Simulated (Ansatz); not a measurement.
Polymorphs of ZrO₂, each relaxed with the program Ansatz at the r²SCAN level (PAW):

A: P4_2/nmc
a = 3.6011 Å, b = 3.6011 Å, c = 5.2300 Å, α = 90.00°, β = 90.00°, γ = 90.00°

```csv
atom,site,symmetry,x,y,z
Zr,2a,-4m2,0.0000,0.0000,0.0000
O,4d,2mm.,0.5000,0.0000,0.1964
```

B: P2_1/c
a = 5.153 Å, b = 5.225 Å, c = 5.331 Å, α = γ = 90.00°, β = 99.40°

```json
[
 {"atom": "Zr", "site": "4e", "symmetry": "1", "x": "0.2761", "y": "0.0422", "z": "0.2098"},
 {"atom": "O", "site": "4e", "symmetry": "1", "x": "0.0688", "y": "0.3327", "z": "0.3448"},
 {"atom": "O", "site": "4e", "symmetry": "1", "x": "0.5503", "y": "0.2573", "z": "0.0223"}
]
```

Q: Rank these by energy per atom at 0 K (lowest first), as r²SCAN gives it.

A: B (+0 meV/atom), A (+27 meV/atom)

Q: Give each one's gap.

A: A 4.60 eV; B 4.16 eV.

Not the usual ambient phase: A. All cells were relaxed under the symmetry of their starts (and spin orders); stability against distortions was not tested throughout. Named crystals with no word on spin ran without spin polarisation. Scalar-relativistic: spin–orbit coupling is off unless named, which matters more the heavier the elements.

Energies hold the estimated change up to a 700 eV cutoff; steps of a few meV lie near the error of the meshes.

Potentials: the earlier of the program's two PAW sets. The files were generated under PBE; for other functionals the program regenerates the frozen cores, and for LDA and PBEsol the local potential too.
